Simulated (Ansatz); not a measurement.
# Ta: the cost of one run

Program: Ansatz 0.2.0 through its Python package. Level of theory: DFT PBE, plane waves, PAW. These are calculated values, not measurements.

This is Ta in the fcc structure; at room conditions it is bcc.

### Step 1. The system

It takes space group Fm-3m (No. 225, cubic). The conventional cell has a = 4.220 Å, b = 4.220 Å, c = 4.220 Å, α = 90.00°, β = 90.00°, γ = 90.00°. Around Ta (site symmetry m-3m) lie 12 Ta at 2.98 Å.

No structure file is read: the coordinates are typed or built in the script.

### Step 2. The script

elastic_ta.py reads:

```python
"""Elastic constants of Ta."""

import argparse
import warnings

import ansatz as az
import numpy as np

parser = argparse.ArgumentParser(description="Elastic constants of Ta.")
parser.add_argument("--ecut", type=float, required=True, help="plane-wave cutoff (eV)")
parser.add_argument("--mesh", type=int, nargs=3, required=True, help="k-point sampling")
args = parser.parse_args()

warnings.simplefilter("ignore", az.DeckWarning)

xtal = (
    az.Lattice.of((0.0, 2.11, 2.11), (2.11, 0.0, 2.11), (2.11, 2.11, 0.0))
    .atom("Ta", (0.0, 0.0, 0.0))
)

calculation = (
    xtal.calculation()
    .functional(az.Functional.PBE)
    .pseudopotentials("paw")
    .basis(args.ecut)
    .occupations(az.OccupationsMethod.FERMI_DIRAC)
    .kpoints(*args.mesh)  # the mesh must be finer for metals
)
done = calculation.elastic(az.ElasticMode.CLAMPED_ION).run(threads=1)
elastic = done.elastic

print("C_ij (GPa), Voigt order xx yy zz yz xz xy")
for row in elastic.c_gpa:
    print(" ".join(f"{value:8.1f}" for value in row))
print("smallest eigenvalue of C:", round(elastic.stability.min_eigenvalue_gpa, 1), "GPa; tensor positive definite:", elastic.stability.min_eigenvalue_gpa > 0)
# averaged moduli need a positive definite tensor
if elastic.stability.min_eigenvalue_gpa > 0:
    for name, value in elastic.moduli.to_plain().items():
        print(f"{name:14s} {value:9.3f}")
```

### Step 3. Running it

On the command line:

```console
> python elastic_ta.py --ecut 550.0 --mesh 18 18 18
```

Q: Estimate wall time and peak memory on 1 thread of Arm Neoverse N1, shared host.

About 2.2 min, with a peak of 0.61 GiB.
